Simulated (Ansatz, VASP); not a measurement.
One calculation of MgH2, two programs

```xyz
6
Lattice="4.4767 0.0000 0.0000 0.0000 4.4767 0.0000 0.0000 0.0000 2.9925" Properties=species:S:1:pos:R:3 pbc="T T T"
Mg    2.2383    2.2383    1.4963
Mg    0.0000    0.0000    0.0000
H     3.1139    3.1139    0.0000
H     3.6012    0.8755    1.4963
H     1.3628    1.3628    0.0000
H     0.8755    3.6012    1.4963
```

The cell is a database's computed one.

Alike in both runs: task relaxation of cell and atoms; functional PBE; dispersion D3(BJ); k mesh 6 × 6 × 8; occupations gaussian, width 0.02 eV; no spin polarisation.

|  | VASP | Ansatz |
| --- | --- | --- |
| version | VASP 6.6.1 | Ansatz 0.2.0 |
| potentials or method | VASP PAW PBE potentials, release 64 (Mg, H) | scalar-relativistic, plane waves, PAW |
| plane-wave cutoff (eV) | 600 | 420 |
| valence electrons in the cell | 8 | 24 |

```csv
,VASP,Ansatz,Ansatz less VASP
"gap on the k mesh at the Fermi level, each at its own relaxed structure (eV)",3.86,3.85,-0.016
relaxed volume (Å³/atom),9.76,9.80,+0.034
relaxed cell length with the largest relative difference (Å),2.977,2.986,+0.0096
```

The two sets of potentials don't hold the same shells in valence.

A k mesh can miss the band edges. As with any semilocal functional, this PBE gap is likely too small.
